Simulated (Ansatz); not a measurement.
AlAs in Ansatz, relaxation

Launch command:

```bash
ansatz run input.yaml --threads 2 --pin off --max-ram 2560MiB --backend cpu --events-out ev --progress --plain --runs-dir out
```

input.yaml:

```yaml
crystal:
  lattice:
    - [0.0, 2.859599, 2.859599]
    - [2.859599, 0.0, 2.859599]
    - [2.859599, 2.859599, 0.0]
  atoms:
    - { symbol: Al, position: [0.75, 0.75, 0.75] }
    - { symbol: As, position: [0.0, 0.0, 0.0] }
  symmetry: { tolerance: 0.0003 }
kpoints:
  mp_grid: { grid: [8, 8, 8], shift: [0, 0, 0] }
magnetization:
  spin_polarized: false
scf:
  occupations: { method: fermi_dirac }
  lower_state_search: "off"
hamiltonian:
  pseudopotentials: { kind: paw }
  xc: r2scan
basis:
  ecutwfc: 500
  fft_grid_basis: typed
relax:
  max_steps: 40
  cell: { p_target: 0.0 }
output:
  forces: true
  stress: true
  eigenvalues: true
  bader: true
  populations: true
  elf: true
  write_potential: true
  volumetric_format: npy
  dos:
    e_range: [-12, 8]
    de: 0.05
    projected: { site_lists: { Al: [Al], As: [As] } }
  write_density: true
checkpoint:
  read: saved_state
```

Origin of the cell: a known structure type with other elements, at an estimated volume, so it need not be a known compound.

The smearing width isn't typed, so it takes its default of 0.1 eV.

The saved state is a converged single point of the same cell.

Steps («new basis» is an SCF on plane waves selected anew at the same cell):

| step | ΔF (meV/atom) | max force component (eV/Å) | P (GPa) | volume (Å³) | SCF iterations | step was |
| --- | --- | --- | --- | --- | --- | --- |
| 1 | 0.0 | 0.000 | -1.58 | 46.77 | 4 | accepted |
| 2 | -2.5 | 0.000 | -0.07 | 45.81 | 5 | accepted |
| 3 | -2.5 | 0.000 | 0.00 | 45.76 | 4 | accepted |
| 4 | -2.5 | 0.000 | 0.00 | 45.76 | 4 | new basis |

The starting structure.

Space group F-43m (No. 216); the run's cell has a = 4.044 Å, b = 4.044 Å, c = 4.044 Å, α = 60.00°, β = 60.00°, γ = 60.00°. Shortest distances: Al–As 2.48 Å.

After:

Space group F-43m (No. 216); the run's cell has a = 4.015 Å, b = 4.015 Å, c = 4.015 Å, α = 60.00°, β = 60.00°, γ = 60.00°. Shortest distances: Al–As 2.46 Å.

```yaml
crystal:
  lattice:
    - [0.00000, 2.83893, 2.83893]
    - [2.83893, 0.00000, 2.83893]
    - [2.83893, 2.83893, 0.00000]
  atoms:
    - { symbol: Al, position: [0.75000, 0.75000, 0.75000] }
    - { symbol: As, position: [0.00000, 0.00000, 0.00000] }
```

| Quantity | Value |
| --- | --- |
| Free energy lowered by | 2.5 meV/atom |
| Volume change | -2.15 % |
| Final pressure | 0.00 GPa |
| Relaxation steps listed | 4 |

Caveats: the relaxation held the start's symmetry, so the end may be a saddle point.

Time: 33 s on 2 threads of Arm Neoverse N1, on a shared host, peak memory 0.45 GiB, from a saved density.
